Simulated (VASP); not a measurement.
A run of VASP 6.6.1 is set up as follows.

File INCAR:

```
PREC     = Accurate       # precision mode
ENCUT    = 600            # plane-wave cutoff, eV
EDIFF    = 1E-7           # SCF threshold, eV
ISMEAR   = 0              # smearing method
SIGMA    = 0.03           # smearing width, eV
LREAL    = F              # projectors in reciprocal space
LASPH    = T              # aspherical terms in the spheres
NELM     = 80             # most SCF steps
ALGO     = Normal         # electronic algorithm
ISIF     = 2              # what is computed and relaxed
LWAVE    = F              # write WAVECAR
LCHARG   = F              # write CHGCAR
GGA      = PS             # functional
IBRION   = 2              # ionic algorithm
NSW      = 40             # ionic steps
EDIFFG   = -0.01          # ionic threshold
```

Contents of KPOINTS:

```
Automatic mesh
0
Gamma
  10 10 10
```

POSCAR

```
BP                                      
1.0
    0.0000000000      2.2453797093      2.2453797093
    2.2453797093      0.0000000000      2.2453797093
    2.2453797093      2.2453797093      0.0000000000
  B               P             
     1     1
Direct
     0.0000000000000000    0.0000000000000000    0.0000000000000000
     0.2500000000000000    0.2500000000000000    0.2500000000000000
```

Potentials or basis: VASP PAW PBE potentials, release 64 (B, P).

Command:

```bash
$ cat potpaw_PBE.64/B/POTCAR potpaw_PBE.64/P/POTCAR > POTCAR
$ mpirun -np 1 vasp_std > vasp.out
```

Problem. Estimate the band gap on the k mesh.

Solution. 1.09 eV, indirect (least direct gap 3.41 eV).

Final structure:
```
B P
1.0
     0.00000    2.24538    2.24538
     2.24538    0.00000    2.24538
     2.24538    2.24538    0.00000
B P
1 1
Direct
  0.00000 0.00000 0.00000
  0.25000 0.25000 0.25000
```

Caveat: the relaxation stopped at its first step, so nothing moved. A k mesh can miss the band edges.
